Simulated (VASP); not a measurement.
# KBr (Immm) in VASP: notebook

Runs on KBr. Level: PBEsol. Tasks: single point.

Everything below comes from runs of VASP 6.6.1. Logs are shortened: lines on timing, memory, paths and dates and some standing lists are left out, and cuts for length are marked.

## 1. The cell of the first run

Symmetry: Immm, No. 71, orthorhombic system. The conventional cell has a = 4.482 Å, b = 4.831 Å, c = 6.585 Å, α = 90.00°, β = 90.00°, γ = 90.00°. Around K (site symmetry mmm) lie 6 Br at 3.29 Å. Br (site symmetry mmm) is surrounded by 6 K at 3.29 Å.

## 2. Single point, PBEsol (strain +0.0750 x Voigt [0, 0, 0, 1, 0, 0], atoms carried along)

INCAR

```
SYSTEM = KBr
ALGO = Fast
EDIFF = 1E-7
ENCUT = 520
GGA = PS
ISIF = 2
ISMEAR = 0
LASPH = .TRUE.
LCHARG = .TRUE.
LELF = .TRUE.
LREAL = .FALSE.
LVHAR = .TRUE.
LWAVE = .FALSE.
NBANDS = 15
NELM = 100
PREC = Accurate
SIGMA = 0.05
```

KPOINTS

```
k-points
0
G
  6 6 6
  0 0 0
```

POSCAR

```
KBr
1.0
    0.0000000000      3.4159687500      3.4159687500
    3.2925000000      0.1234687500      3.2925000000
    3.2925000000      3.2925000000      0.1234687500
K Br
1 1
Direct
    0.0000000000      0.0000000000      0.0000000000
    0.5000000000      0.5000000000      0.5000000000
```

Potentials or basis: VASP PAW PBE potentials, release 64 (K_sv, Br).

Run with:

```
cat potpaw_PBE.64/K_sv/POTCAR potpaw_PBE.64/Br/POTCAR > POTCAR
mpirun -np 1 vasp_std > vasp.out
```

OUTCAR:

```text
SYSTEM = KBr
   EDIFF = 1E-7
   ENCUT = 520
   GGA = PS
   ISIF = 2
   ISMEAR = 0
   LASPH = .TRUE.
   LREAL = .FALSE.
   NELM = 100
   PREC = Accurate

 ion  position               nearest neighbor table
   1  0.000  0.000  0.000-   2 3.29   2 3.29   2 3.29   2 3.29   2 3.29   2 3.29
   2  0.500  0.500  0.500-   1 3.29   1 3.29   1 3.29   1 3.29   1 3.29   1 3.29

  LATTYP: Found a body centered orthorhombic cell.
 ALAT       =     4.4816869733
 B/A-ratio  =     1.0779220779
 C/A-ratio  =     1.4693127921

  Lattice vectors:

 A1 = (  -3.2925000000,   3.2925000000,   0.1234687500)
 A2 = (  -3.2925000000,  -3.2925000000,  -0.1234687500)
 A3 = (   3.2925000000,   0.1234687500,   3.2925000000)

Analysis of symmetry for initial positions (statically):
=====================================================================
 Subroutine PRICEL returns:
 Original cell was already a primitive cell.

 Routine SETGRP: Setting up the symmetry group for a
 body centered orthorhombic supercell.

 Subroutine GETGRP returns: Found  8 space group operations
 (whereof  8 operations were pure point group operations)
 out of a pool of  8 trial point group operations.

The static configuration has the point symmetry D_2h.

Analysis of symmetry for dynamics (positions and initial velocities):
=====================================================================
 Subroutine PRICEL returns:
 Original cell was already a primitive cell.

 Routine SETGRP: Setting up the symmetry group for a
 body centered orthorhombic supercell.

 Subroutine GETGRP returns: Found  8 space group operations
 (whereof  8 operations were pure point group operations)
 out of a pool of  8 trial point group operations.

The dynamic configuration has the point symmetry D_2h.

 Subroutine INISYM returns: Found  8 space group operations
 (whereof  8 operations are pure point group operations),
 and found     1 'primitive' translations

----------------------------------------------------------------------------------------

                                     Primitive cell

  volume of cell :      71.2847

  direct lattice vectors                    reciprocal lattice vectors
     0.000000000  3.415968750  3.415968750    -0.151860289  0.146371362  0.146371362
     3.292500000  0.123468750  3.292500000     0.151860289 -0.157776923  0.157776923
     3.292500000  3.292500000  0.123468750     0.151860289  0.157776923 -0.157776923

  length of vectors
     4.830909335  4.657934846  4.657934846     0.256730790  0.269904913  0.269904913

  position of ions in fractional coordinates (direct lattice)
     0.000000000  0.000000000  0.000000000
     0.500000000  0.500000000  0.500000000

  ion indices of the primitive-cell ions
   primitive index   ion index
                 1           1
                 2           2

----------------------------------------------------------------------------------------

 KPOINTS: k-points

Automatic generation of k-mesh.
 Grid dimensions read from file:
 generate k-points for:    6    6    6

 Generating k-lattice:

  Cartesian coordinates                     Fractional coordinates (reciprocal lattice)
    -0.025310048  0.024395227  0.024395227     0.166666667  0.000000000  0.000000000
     0.025310048 -0.026296154  0.026296154     0.000000000  0.166666667 -0.000000000
     0.025310048  0.026296154 -0.026296154     0.000000000  0.000000000  0.166666667

  Length of vectors
     0.042788465  0.044984152  0.044984152

  Shift w.r.t. Gamma in fractional coordinates (k-lattice)
     0.000000000  0.000000000  0.000000000

 Subroutine IBZKPT returns following result:
 ===========================================

 Found     46 irreducible k-points:

 Following reciprocal coordinates:
            Coordinates               Weight
  0.000000  0.000000  0.000000      1.000000
  0.166667  0.000000  0.000000      4.000000
  0.333333  0.000000 -0.000000      4.000000
  0.500000  0.000000  0.000000      2.000000
  0.000000  0.166667  0.000000      4.000000
  0.166667  0.166667 -0.000000      4.000000
[... 16 lines left out ...]
  0.500000  0.166667  0.166667      4.000000
 -0.333333  0.166667  0.166667      4.000000
 [... further k-points ...]
   k-points           NKPTS =     46   k-points in BZ     NKDIM =     46   number of bands    NBANDS=     15
   number of dos      NEDOS =    301   number of ions     NIONS =      2
   total plane-waves  NPLWV =  46656
   dimension x,y,z NGX =    36 NGY =   36 NGZ =   36
   dimension x,y,z NGXF=    72 NGYF=   72 NGZF=   72
   ions per type =               1   1
   NGX,Y,Z   is equivalent  to a cutoff of  12.39, 12.85, 12.85 a.u.
   NGXF,Y,Z  is equivalent  to a cutoff of  24.78, 25.70, 25.70 a.u.
 SYSTEM =  KBr
   PREC   = accura    normal or accurate (medium, high low for compatibility)
   ISTART =      0    job   : 0-new  1-cont  2-samecut
   ICHARG =      2    charge: 1-file 2-atom 10-const
   ISPIN  =      1    spin polarized calculation?
   LNONCOLLINEAR =      F non collinear calculations
   LSORBIT =      F    spin-orbit coupling
   LASPH  =      T    aspherical Exc in radial PAW
   ENCUT  =  520.0 eV  38.22 Ry    6.18 a.u.   8.98  8.66  8.66*2*pi/ulx,y,z
   NELM   =    100;   NELMIN=  2; NELMDL= -5     # of ELM steps
   EDIFF  = 0.1E-06   stopping-criterion for ELM
   LREAL  =      F    real-space projection
   EDIFFG = 0.1E-05   stopping-criterion for IOM
   NSW    =      0    number of steps for IOM
   IBRION =     -1    ionic relax: 0-MD 1-quasi-New 2-CG
   NFREE  =      0    steps in history (QN), initial steepest desc. (CG)
   ISIF   =      2    stress and relaxation
   ISYM   =      2    0-nonsym 1-usesym 2-fastsym
   POTIM  = 0.5000    time-step for ionic-motion
   TEBEG  =    0.0;   TEEND  =   0.0 temperature during run
   PSTRESS=    0.0 pullay stress
   NELECT =      16.0000    total number of electrons
   NUPDOWN=      -1.0000    fix difference up-down
   EMIN   =  10.00;   EMAX   =-10.00  energy-range for DOS
   EFERMI =   0.00;   METHOD = LEGACY
   ISMEAR =     0;   SIGMA  =   0.05  broadening in eV -4-tet -1-fermi 0-gaus
   EFERMI_NEDOS =   21; number of points for ismear=-14 and -15
   IALGO  =     68    algorithm
   IMIX   =      4    mixing-type and parameters
     AMIX     =   0.40;   BMIX     =  1.00
     AMIX_MAG =   1.60;   BMIX_MAG =  1.00
  volume/ion in A,a.u.               =      35.64       240.53
  Fermi-wavevector in a.u.,A,eV,Ry     =   0.994908  1.880103 13.467607  0.989841
  Thomas-Fermi vector in A             =   2.126891
   LORBIT       =      0    0 simple, 1 ext, 2 COOP (PROOUT), +10 PAW based schemes
   GGA     = PS    functional components
   LHFCALC =     F    Hartree Fock is set to
   AEXX    =    0.0000 exact exchange contribution
   IVDW    =     0    specifies the selected vdW correction
   LEPSILON=     F    determine dielectric tensor
   LRPA    =     F    only Hartree local field effects (RPA)
 non-spin polarized calculation
 RMM-DIIS sequential band-by-band and
 Gauss-broadening in eV      SIGMA  =   0.05
  energy-cutoff  :      520.00
  volume of cell :       71.28
 maximum number of plane-waves:      1953
   NGX = 17   NGY = 17   NGZ = 17

 number of electron      16.0000002 magnetization

 Free energy of the ion-electron system (eV)
  ---------------------------------------------------
  ext. energy  EPLUGINS =         0.00000000
  ---------------------------------------------------
  free energy    TOTEN  =        -6.45319123 eV

  energy without entropy =       -6.45319123  energy(sigma->0) =       -6.45319123

 E-fermi :  -1.4212     XC(G=0):  -7.5812

 val. band max:       -1.6924089328   @ k =   0.0000   0.0000   0.0000
 cond. band min:       2.4966279785   @ k =   0.0000   0.0000   0.0000
 fundamental gap:      4.1890369113
 Fermi energy:        -1.4211648527

 k-point     1 :       0.0000    0.0000    0.0000
  band No.  band energies     occupation
      1     -29.3997      2.00000
      2     -14.1028      2.00000
      3     -12.9443      2.00000
      4     -12.9422      2.00000
      5     -12.9393      2.00000
      6      -1.8620      2.00000
      7      -1.7923      2.00000
      8      -1.6924      2.00000
      9       2.4966      0.00000
     10       5.4413      0.00000
     11       5.7497      0.00000
     12       6.0541      0.00000
     13       6.5844      0.00000
     14       6.6170      0.00000
     15       9.6299      0.00000

 k-point     2 :       0.1667    0.0000    0.0000
  band No.  band energies     occupation
      1     -29.3983      2.00000
      2     -14.1538      2.00000
      3     -12.9460      2.00000
      4     -12.9417      2.00000
      5     -12.8709      2.00000
      6      -2.2095      2.00000
      7      -1.8986      2.00000
      8      -1.7750      2.00000
      9       3.1462      0.00000
     10       5.4516      0.00000
     11       5.9705      0.00000
     12       6.3642      0.00000
     13       6.9292      0.00000
     14       6.9894      0.00000
     15      10.4381      0.00000

 k-point     3 :       0.3333    0.0000   -0.0000
  band No.  band energies     occupation
      1     -29.3957      2.00000
      2     -14.2428      2.00000
      3     -12.9496      2.00000
      4     -12.9424      2.00000
      5     -12.7449      2.00000
      6      -2.7858      2.00000
      7      -2.0562      2.00000
      8      -1.9303      2.00000
      9       4.2625      0.00000
     10       5.7272      0.00000
     11       6.8030      0.00000
     12       7.1985      0.00000
     13       7.7978      0.00000
     14       7.9382      0.00000
     15       9.5744      0.00000

 k-point     4 :       0.5000    0.0000    0.0000
  band No.  band energies     occupation
      1     -29.3943      2.00000
      2     -14.2824      2.00000
      3     -12.9514      2.00000
      4     -12.9428      2.00000
      5     -12.6863      2.00000
      6      -3.0271      2.00000
      7      -2.1300      2.00000
      8      -2.0035      2.00000
      9       4.6730      0.00000
     10       6.2074      0.00000
     11       7.7110      0.00000
     12       8.0714      0.00000
     13       8.1398      0.00000
     14       8.5609      0.00000
     15       9.0354      0.00000
[... 307 lines left out ...]
 k-point    22 :       0.3333    0.1667    0.1667
  band No.  band energies     occupation
      1     -29.3967      2.00000
      2     -14.1981      2.00000
      3     -12.9635      2.00000
      4     -12.9455      2.00000
      5     -12.7929      2.00000
      6      -2.5159      2.00000
      7      -2.0156      2.00000
      8      -1.8890      2.00000
      9       3.9176      0.00000
     10       5.3558      0.00000
     11       6.6213      0.00000
     12       6.8220      0.00000
     13       7.1144      0.00000
     14       7.8033      0.00000
     15       9.7129      0.00000

 k-point    23 :       0.5000    0.1667    0.1667
  band No.  band energies     occupation
      1     -29.3944      2.00000
      2     -14.2307      2.00000
      3     -12.9730      2.00000
      4     -12.9515      2.00000
      5     -12.7372      2.00000
      6      -2.8144      2.00000
      7      -2.1955      2.00000
      8      -1.9941      2.00000
      9       4.7999      0.00000
     10       5.8401      0.00000
     11       7.1576      0.00000
     12       7.4054      0.00000
     13       7.5271      0.00000
     14       8.9592      0.00000
     15       9.0693      0.00000

 k-point    24 :      -0.3333    0.1667    0.1667
  band No.  band energies     occupation
      1     -29.3937      2.00000
      2     -14.2234      2.00000
      3     -12.9630      2.00000
      4     -12.9581      2.00000
      5     -12.7533      2.00000
      6      -2.8776      2.00000
      7      -2.2236      2.00000
      8      -1.9910      2.00000
      9       4.8868      0.00000
     10       5.7209      0.00000
     11       7.3380      0.00000
     12       7.6758      0.00000
     13       8.1428      0.00000
     14       8.4167      0.00000
     15       9.2130      0.00000

 [... further k-points ...]

------------------------ aborting loop because EDIFF is reached ----------------------------------------

  FORCE on cell =-STRESS in cart. coord.  units (eV):
  Direction    XX          YY          ZZ          XY          YZ          ZX
  --------------------------------------------------------------------------------------
  -------------------------------------------------------------------------------------
  Total       -0.0989544     -0.0835008     -0.0835008      0.0000000     -0.1717311      0.0000000
  in kB       -2.2240759     -1.8767432     -1.8767432      0.0000000     -3.8597880      0.0000000
  external PRESSURE =      -1.9925207 kB  Pullay stress =       0.0000000 kB

 VOLUME and BASIS-vectors are now :
 -----------------------------------------------------------------------------
  energy-cutoff  :      520.00
  volume of cell :       71.28
      direct lattice vectors                 reciprocal lattice vectors
     0.000000000  3.415968750  3.415968750    -0.151860289  0.146371362  0.146371362
     3.292500000  0.123468750  3.292500000     0.151860289 -0.157776923  0.157776923
     3.292500000  3.292500000  0.123468750     0.151860289  0.157776923 -0.157776923

 POSITION                                       TOTAL-FORCE (eV/Angst)
 -----------------------------------------------------------------------------------
      0.00000      0.00000      0.00000         0.000000     -0.000000     -0.000000
      3.29250      3.41597      3.41597        -0.000000      0.000000      0.000000
 -----------------------------------------------------------------------------------
    total drift:                                0.000000      0.000000      0.000000

  FREE ENERGIE OF THE ION-ELECTRON SYSTEM (eV)
  ---------------------------------------------------
  free  energy   TOTEN  =        -6.4531912316 eV

  energy  without entropy=       -6.4531912316  energy(sigma->0) =       -6.45319123
```

Wall time 50 s (1 thread of Intel Xeon Platinum 8488C (Sapphire Rapids), shared host); peak memory 0.23 GiB.

What came out:

* Free energy: -6.4532 eV
* Pressure: -0.2 GPa
* Band gap on the k mesh: 4.19 eV, direct

Caveat: the PAW data sets were made with another functional, which shifts forces and pressure a little.

(Continued in part 2 of 2.)
